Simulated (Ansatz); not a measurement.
**Rh: a slab and its surfaces, (100), 3 layers**

Aim: cut a slab of Rh (100), 3 layers from the relaxed bulk, relax it, and get surface energy and work function. Methods of the runs shown: LAPW. Companion runs by PAW are cited. Its runs: bulk in the slab's orientation (LAPW); the reference run (LAPW); atoms relaxed (LAPW); field of 0.1 V/Å along the normal (LAPW); no images along the normal (LAPW).

Method: DFT, PBE, all-electron LAPW, scalar-relativistic, in Ansatz 0.2.0.

## 1. Starting point

It takes space group Fm-3m (No. 225, cubic). Conventional cell: a = 3.830 Å, b = 3.830 Å, c = 3.830 Å, α = 90.00°, β = 90.00°, γ = 90.00°. Around Rh (site symmetry m-3m) lie 12 Rh at 2.71 Å.

As a file:

```
CELL_PARAMETERS angstrom
1.91521 1.91521 0.00000
-1.91521 1.91521 0.00000
0.00000 0.00000 3.83041
ATOMIC_POSITIONS crystal
Rh 0.00000 0.00000 0.00000
Rh 0.50000 0.50000 0.50000
```

Atoms are numbered in the order of the input: Rh1, Rh2.

## 2. Bulk in the slab's orientation, LAPW

input.yaml reads:

```yaml
crystal:
  lattice:
    - [1.9152057761, 1.9152057761, 0.0]
    - [-1.9152057761, 1.9152057761, 0.0]
    - [0.0, 0.0, 3.8304115522]
  atoms:
    - { symbol: Rh, position: [0.0, 0.0, 0.0] }
    - { symbol: Rh, position: [0.5, 0.5, 0.5] }
kpoints:
  mp_grid: { grid: [13, 13, 10] }
scf:
  occupations: { method: fermi_dirac, width: 0.05 }
hamiltonian:
  xc: pbe
  pseudopotentials: { kind: all_electron, lapw: { basis_error: 0.001 } }
output:
  forces: true
  stress: true
  eigenvalues: true
```

Command:

```console
$ ansatz run input.yaml --threads 1 --pin off --max-ram 3584MiB --backend cpu --events-out ev --progress --plain --runs-dir out
```

Log, shortened:

```text
LAPW: plane waves up to 8.457 Å⁻¹, error target 1.0e-3 eV per atom; small_component_spin mean_spin; Rh in spheres of 1.354 Å, 27 of its electrons in bands, Dirac shells []
[...]
Pseudopotentials: kind: all_electron
Pseudopotential: Rh, LAPW, valence charge 27, Koelling and Harmon's equation, gaussian nucleus
Functional definition: PBE
[...]
Crystal: 2 atoms, lattice volume = 28.100 Å³
Basis set: ecut = 272.473863337977 eV, 287 PW (Γ), exchange–correlation at level 2
Bands: 33, of which v1, the nominal top of the filled ones, is band 27 counted from 1 (26 counted from 0)
Symmetry: 32 space group operations
Space group: Fm-3m (ITA 225), of the structure as read, at distance tolerance 3.0e-5 Å
k-points: 168 of 1690
[...]
SCF iter   1: F=—  HF=-260375.552227 eV  |F-HF|=—  |Δ(HF+E_count)|=         —  Δρ=3.64e-2  dr2=1.90e-1  ethr=3.50e-4  ⟨swp⟩=3.0  Hψ=35998  notcnv=0
[...]
the basis was enlarged: its passes take 578.1 KiB over the memory plan, 1 of 1 planned eigensolver slots
[...]
SCF iter   8: F=-260374.607602 eV  HF=-260374.607602 eV  |F-HF|=1.16e-8  |Δ(HF+E_count)|=   1.35e-7  Δρ=1.34e-5  dr2=3.75e-8  ethr=5.03e-10  ⟨swp⟩=2.0  Hψ=16114  notcnv=0
[...]
SCF converged after 8 iterations
Free energy (F): -260374.607602 eV
[...]
E sigma→0 (E₀):  -260374.595724 eV
Entropy (-TS):   -0.023755 eV (-11.878 meV/atom)
Fermi energy:    23.910644 eV
[...]
--- Forces (eV/Å), atoms counted from 1 ---
  atom   1  Rh     0.00000000     0.00000000     0.00000000
  atom   2  Rh    -0.00000000    -0.00000000    -0.00000000
[...]
--- Stress (GPa, compression-positive) ---
       -0.098924       0.000000       0.000000
        0.000000      -0.098924       0.000000
        0.000000       0.000000       0.048086
  P = ⅓ Tr σ = -0.0499 GPa (-0.499 kbar)
--- Band table (eV; the first three rows and the last of 168) ---
[...]
```

Wall time 47 s (1 thread of Arm Neoverse V1, shared host); peak memory 0.58 GiB.

Read from it: pressure -0.05 GPa; no gap.

## 3. The slab

The slab cell holds 3 atoms: a = 2.709 Å, b = 2.709 Å, c = 19.830 Å, α = 90.00°, β = 90.00°, γ = 90.00°.

## 4. Slab as cut, LAPW

input.yaml reads:

```yaml
crystal:
  lattice:
    - [2.7085099833, 0.0, 0.0]
    - [0.0, 2.7085099833, 0.0]
    - [0.0, 0.0, 19.8304]
  atoms:
    - { symbol: Rh, position: [0.0, 0.0, 0.4034207189] }
    - { symbol: Rh, position: [0.5, 0.5, 0.5] }
    - { symbol: Rh, position: [0.0, 0.0, 0.5965792811] }
kpoints:
  mp_grid: { grid: [13, 13, 1] }
scf:
  occupations: { method: fermi_dirac, width: 0.05 }
hamiltonian:
  xc: pbe
  pseudopotentials: { kind: all_electron, lapw: { basis_error: 0.001 } }
output:
  forces: true
  stress: true
  eigenvalues: true
  populations: true
  dos: { projected: true, de: 0.2, e_range: [-14, 8] }
efield:
  axis: 3
  amplitude: 0
  dipole_correction: true
```

Command:

```console
$ ansatz run input.yaml --threads 1 --pin off --max-ram 3584MiB --backend cpu --events-out ev --progress --plain --runs-dir out
```

Log, shortened:

```text
Rh: projections on atomic orbitals take those of the free atom 1s2 2s2 2p6 3s2 3p6 3d10 4s2 4p6 4d8 5s1, of charge +0.00 (hamiltonian.pseudopotentials.projection_atoms)
LAPW: plane waves up to 8.457 Å⁻¹, error target 1.0e-3 eV per atom; small_component_spin mean_spin; Rh in spheres of 1.354 Å, 27 of its electrons in bands, Dirac shells []
[...]
Pseudopotentials: kind: all_electron
Pseudopotential: Rh, LAPW, valence charge 27, Koelling and Harmon's equation, gaussian nucleus
Functional definition: PBE
[...]
Crystal: 3 atoms, lattice volume = 145.476 Å³
Basis set: ecut = 272.46476119323074 eV, 1505 PW (Γ), exchange–correlation at level 2
Bands: 49, of which v1, the nominal top of the filled ones, is band 41 counted from 1 (40 counted from 0)
Symmetry: 8 space group operations
k-points: 28 of 169
[...]
E sigma→0 (E₀):  -390559.690897 eV
Entropy (-TS):   -0.037594 eV (-12.531 meV/atom)
Fermi energy:    3.437948 eV
Dipole field:    D = -0.000000 V/Å  (p = -0.000000 e·Å, saw-weighted, corrected)
Work function:   Φ+ = 4.9270 eV   Φ− = 4.9270 eV
Levels:          The Fermi level and band energies are counted from a zero that moves with the ramp; work functions are not
[...]
--- Forces (eV/Å), atoms counted from 1 ---
  atom   1  Rh     0.00000000     0.00000000     0.65105761
  atom   2  Rh     0.00000000     0.00000000     0.00000138
  atom   3  Rh     0.00000000     0.00000000    -0.65105866
[...]
--- Stress (GPa, compression-positive) ---
       -3.778417       0.000000      -0.000000
        0.000000      -3.778417       0.000000
       -0.000000       0.000000      -2.745710
  P = ⅓ Tr σ = -3.4342 GPa (-34.342 kbar)
--- Band table (eV; the first three rows and the last of 28) ---
[...]
--- Löwdin populations: 3 sites ---
  site symbol       q [e]
     0     Rh     44.9432
     1     Rh     44.8582
     2     Rh     44.9432
  spilling = 0.001891 (of n_electrons = 135.000000)
```

It took 1.8 min on 1 thread of Arm Neoverse V1, shared host; peak memory 0.53 GiB.

Read from it: no gap; largest force 0.651 eV/Å; work function 4.93 eV.

## 5. Atoms relaxed, LAPW

input.yaml reads:

```yaml
crystal:
  lattice:
    - [2.7085099833, 0.0, 0.0]
    - [0.0, 2.7085099833, 0.0]
    - [0.0, 0.0, 19.8304]
  atoms:
    - { symbol: Rh, position: [0.0, 0.0, 0.4072414054] }
    - { symbol: Rh, position: [0.5, 0.5, 0.499999998] }
    - { symbol: Rh, position: [0.0, 0.0, 0.5927585965] }
kpoints:
  mp_grid: { grid: [13, 13, 1] }
scf:
  occupations: { method: fermi_dirac, width: 0.05 }
hamiltonian:
  xc: pbe
  pseudopotentials: { kind: all_electron, lapw: { basis_error: 0.001 } }
output:
  forces: true
  stress: true
  eigenvalues: true
relax:
  f_tol: 0.01
  max_steps: 12
efield:
  axis: 3
  amplitude: 0
  dipole_correction: true
```

Command:

```console
$ ansatz run input.yaml --threads 1 --pin off --max-ram 3584MiB --backend cpu --events-out ev --progress --plain --runs-dir out
```

Log, shortened:

```text
[...]
LAPW: plane waves up to 8.934 Å⁻¹, error target 1.0e-3 eV per atom; small_component_spin mean_spin; Rh in spheres of 1.288 Å, 27 of its electrons in bands, Dirac shells []
[...]
Pseudopotentials: kind: all_electron
Pseudopotential: Rh, LAPW, valence charge 27, Koelling and Harmon's equation, gaussian nucleus
Functional definition: PBE
[...]
Crystal: 3 atoms, lattice volume = 145.476 Å³
Basis set: ecut = 304.1041683760277 eV, 1757 PW (Γ), exchange–correlation at level 2
Bands: 49, of which v1, the nominal top of the filled ones, is band 41 counted from 1 (40 counted from 0)
Symmetry: 8 space group operations
k-points: 28 of 169
[...]
SCF iter   1: F=—  HF=-390561.062337 eV  |F-HF|=—  |Δ(HF+E_count)|=         —  Δρ=2.55e-2  dr2=2.10e0  ethr=2.58e-3  p=-0.000 e·Å  D=-5.66e-14 V/Å  ΔV_dip=0.00 eV  dr2_dipole=1.39e-15  V_vac-E_F(+/−)=5.78/5.78 eV  ⟨swp⟩=2.0  Hψ=8307  notcnv=0
[...]
Work function:   Φ+ = 4.9048 eV   Φ− = 4.9048 eV
Levels:          The Fermi level and band energies are counted from a zero that moves with the ramp; work functions are not
[...]
--- Forces (eV/Å), atoms counted from 1 ---
  atom   1  Rh     0.00000000     0.00000000    -0.00608715
  atom   2  Rh     0.00000000     0.00000000    -0.00000007
  atom   3  Rh     0.00000000     0.00000000     0.00608720
[...]
--- Stress (GPa, compression-positive) ---
       -2.192503       0.000000      -0.000000
        0.000000      -2.192503       0.000000
       -0.000000       0.000000       0.025545
  P = ⅓ Tr σ = -1.4532 GPa (-14.532 kbar)
--- Band table (eV; the first three rows and the last of 28) ---
[...]
--- Relaxed structure (2 steps of the walk, 2 accepted, 0 SCFs on fresh bases) ---
  F+E_penalty+E_count = -390559.76145892 eV   max|allowed force component| = 6.087e-3 eV/Å
  atoms:
    - { symbol: Rh, position: [0.0, 0.0, 0.40732654893114534] }
    - { symbol: Rh, position: [0.5, 0.5, 0.5000000002106988] }
    - { symbol: Rh, position: [-5.5552048112420485e-37, 0.0, 0.5926734507581557] }
```

It took 3.1 min on 1 thread of Arm Neoverse V1, shared host; peak memory 0.56 GiB.

Step by step:

| step | energy from step 1 (eV/cell) | largest force component (eV/Å) |
| --- | --- | --- |
| 1 | 0.0000 | 0.0101 |
| 2 | 0.0000 | 0.0061 |

Step 1 is the start.

Result: no gap; largest force 0.006 eV/Å; work function 4.90 eV.

## 6. Field of 0.1 V/Å along the normal, LAPW

input.yaml, as its differences from that of step 5:

```diff
@@ -20,8 +20,5 @@
   eigenvalues: true
-relax:
-  f_tol: 0.01
-  max_steps: 12
 efield:
   axis: 3
-  amplitude: 0
+  amplitude: 0.1
   dipole_correction: true
```

Command:

```console
$ ansatz run input.yaml --threads 1 --pin off --max-ram 3584MiB --backend cpu --events-out ev --progress --plain --runs-dir out
```

Log, shortened:

```text
LAPW: plane waves up to 8.642 Å⁻¹, error target 1.0e-3 eV per atom; small_component_spin mean_spin; Rh in spheres of 1.328 Å, 27 of its electrons in bands, Dirac shells []
[...]
Pseudopotentials: kind: all_electron
Pseudopotential: Rh, LAPW, valence charge 27, Koelling and Harmon's equation, gaussian nucleus
Functional definition: PBE
[...]
Crystal: 3 atoms, lattice volume = 145.476 Å³
Basis set: ecut = 284.57261197027515 eV, 1611 PW (Γ), exchange–correlation at level 2
Bands: 49, of which v1, the nominal top of the filled ones, is band 41 counted from 1 (40 counted from 0)
Symmetry: 8 space group operations
k-points: 28 of 169
[...]
SCF iter   1: F=—  HF=-390561.063787 eV  |F-HF|=—  |Δ(HF+E_count)|=         —  Δρ=2.31e-2  dr2=1.99e0  ethr=2.45e-3  p=0.027 e·Å  D=3.37e-2 V/Å  ΔV_dip=-0.67 eV  dr2_dipole=8.21e-4  V_vac-E_F(+/−)=6.27/5.22 eV  ⟨swp⟩=2.0  Hψ=8223  notcnv=0
[...]
SCF converged after 9 iterations
Free energy (F): -390559.762960 eV
[...]
E sigma→0 (E₀):  -390559.743516 eV
Entropy (-TS):   -0.038888 eV (-12.963 meV/atom)
Fermi energy:    3.468269 eV
Dipole field:    D = 0.035218 V/Å  (p = 0.028313 e·Å, saw-weighted, corrected)
Work function:   not extracted (applied field tilts the vacuum); planar V_es + V_field profile in the machine report
Levels:          The Fermi level and band energies are counted from a zero that moves with the ramp; work functions are not
[...]
--- Forces (eV/Å), atoms counted from 1 ---
  atom   1  Rh    -0.00000000     0.00000000     0.01200045
  atom   2  Rh    -0.00000000     0.00000000    -0.00511867
  atom   3  Rh    -0.00000000     0.00000000    -0.00683337
[...]
--- Stress (GPa, compression-positive) ---
       -2.229373       0.000000      -0.000000
        0.000000      -2.229373       0.000000
       -0.000000       0.000000      -0.037505
  P = ⅓ Tr σ = -1.4988 GPa (-14.988 kbar)
--- Band table (eV; the first three rows and the last of 28) ---
[...]
```

It took 1.9 min on 1 thread of Arm Neoverse V1, shared host; peak memory 0.54 GiB.

In short: no gap; largest force 0.012 eV/Å.

## 7. No images along the normal, LAPW

input.yaml, as its differences from that of step 6:

```diff
@@ -9,2 +9,3 @@
     - { symbol: Rh, position: [0.0, 0.0, 0.5927585965] }
+  periodic: [true, true, false]
 kpoints:
@@ -20,5 +21 @@
   eigenvalues: true
-efield:
-  axis: 3
-  amplitude: 0.1
-  dipole_correction: true
```

Command:

```console
$ ansatz run input.yaml --threads 1 --pin off --max-ram 3584MiB --backend cpu --events-out ev --progress --plain --runs-dir out
```

Log, shortened:

```text
Warning: crystal.periodic: the lattice vector that does not repeat stood 0.000° off the slab's normal, 19.830 Å along it as the deck builds it. The run solves the slab on a vector along the normal, 31.158 Å long, with every atom where it was (on the deck's vector they left 16.15 Å outside [...]
LAPW: plane waves up to 8.642 Å⁻¹, error target 1.0e-3 eV per atom; small_component_spin mean_spin; Rh in spheres of 1.328 Å, 27 of its electrons in bands, Dirac shells []
[...]
Pseudopotentials: kind: all_electron
Pseudopotential: Rh, LAPW, valence charge 27, Koelling and Harmon's equation, gaussian nucleus
Functional definition: PBE
[...]
Crystal: 3 atoms, lattice volume = 228.574 Å³
Basis set: ecut = 284.5726024674063 eV, 2529 PW (Γ), exchange–correlation at level 2
Bands: 49, of which v1, the nominal top of the filled ones, is band 41 counted from 1 (40 counted from 0)
Symmetry: 16 space group operations
Space group: P4/mmm (ITA 123), of the structure as read, at distance tolerance 6.1e-5 Å
k-points: 28 of 169
[...]
SCF iter   1: F=—  HF=-390561.062218 eV  |F-HF|=—  |Δ(HF+E_count)|=         —  Δρ=1.84e-2  dr2=1.99e0  ethr=2.43e-3  ⟨swp⟩=2.1  Hψ=8433  notcnv=0
[...]
the basis was enlarged: its passes take 566.2 KiB over the memory plan, 1 of 1 planned eigensolver slots
[...]
SCF iter   9: F=-390559.761529 eV  HF=-390559.761529 eV  |F-HF|=9.14e-9  |Δ(HF+E_count)|=   1.56e-7  Δρ=2.08e-6  dr2=8.75e-8  ethr=5.14e-10  ⟨swp⟩=3.0  Hψ=4247  notcnv=0
[...]
SCF converged after 9 iterations
Free energy (F): -390559.761529 eV
[...]
E sigma→0 (E₀):  -390559.742086 eV
Entropy (-TS):   -0.038887 eV (-12.962 meV/atom)
Fermi energy:    -4.904889 eV
[...]
--- Forces (eV/Å), atoms counted from 1 ---
  atom   1  Rh    -0.00000000     0.00000000     0.00959168
  atom   2  Rh    -0.00000000     0.00000000     0.00000000
  atom   3  Rh     0.00000000     0.00000000    -0.00959168
[...]
--- 2D stress c σ (N/m, compression-positive) ---
       -4.423210      -0.000000       0.000000
       -0.000000      -4.423210       0.000000
        0.000000       0.000000       0.000000
  P = ½ c Tr σ = -4.4232 N/m
--- Band table (eV; the first three rows and the last of 28) ---
[...]
  the weakly bound empty levels are not read free of the cell's end (augmented_plane_waves)
```

Run time: 87 s. Hardware: 1 thread of Arm Neoverse V1, shared host; peak memory 0.68 GiB.

Result: no gap; largest force 0.010 eV/Å.

## 8. Side by side

The PAW rows are taken from companion runs at the same settings.

| run | surface energy (J/m²) | work function (eV; upper / lower face where they differ) | gap (eV) | largest force (eV/Å) | time |
| --- | --- | --- | --- | --- | --- |
| Slab as cut, LAPW | 2.404 | 4.93 | none | 0.651 | 1.8 min |
| Atoms relaxed, LAPW | 2.348 | 4.90 | none | 0.006 | 3.1 min |
| Field of 0.1 V/Å along the normal, LAPW | – | – | none | 0.012 | 1.9 min |
| No images along the normal, LAPW | 2.348 | – | none | 0.010 | 87 s |
| Slab as cut, PAW | 2.401 | 4.93 | none | 0.649 | 15 s |
| Atoms relaxed, PAW | 2.345 | 4.90 | none | 0.007 | 72 s |
| Field of 0.1 V/Å along the normal, PAW | – | – | none | 0.010 | 17 s |
| No images along the normal, PAW | 2.345 | – | none | 0.007 | 17 s |
| Core holes in 3d of Rh, PAW | – | – | none | 0.007 | 37 s |

Surface energy: (F of the slab less that of as many bulk atoms) over twice the area, the bulk computed in the slab's orientation.

Core-hole binding energies as the program printed them (eV):

| atom | atoms alike | shell | binding | shift |
| --- | --- | --- | --- | --- |
| Rh1 | 2 | 3d | 306.00 | 0.00 |
| Rh2 | 1 | 3d | 306.73 | 0.73 |

## 9. Results

| quantity | value |
| --- | --- |
| surface energy (LAPW, relaxed) | 2.35 J/m² |
| work function (LAPW, relaxed) | 4.90 eV |
| outer layer spacing (LAPW) | 1.92 → 1.84 Å |
| surface energy (PAW, relaxed) | 2.34 J/m² |
| work function (PAW, relaxed) | 4.90 eV |
| outer layer spacing (PAW) | 1.92 → 1.84 Å |
| core-level shifts among the layers (PAW holes) | Rh1 +0.00, Rh2 +0.73 eV |

What this shows: By LAPW the surface costs 2.40 J/m² as cut and 2.35 J/m² relaxed. The outermost spacing changes by -4.0 % (LAPW). The field of 0.1 V/Å along the normal induces a dipole of 0.028 e·Å per cell (LAPW). The outermost spacing changes by -4.0 % (PAW). The field of 0.1 V/Å along the normal induces a dipole of 0.028 e·Å per cell (PAW). Thickness wasn't converged, and no reconstruction was sought.
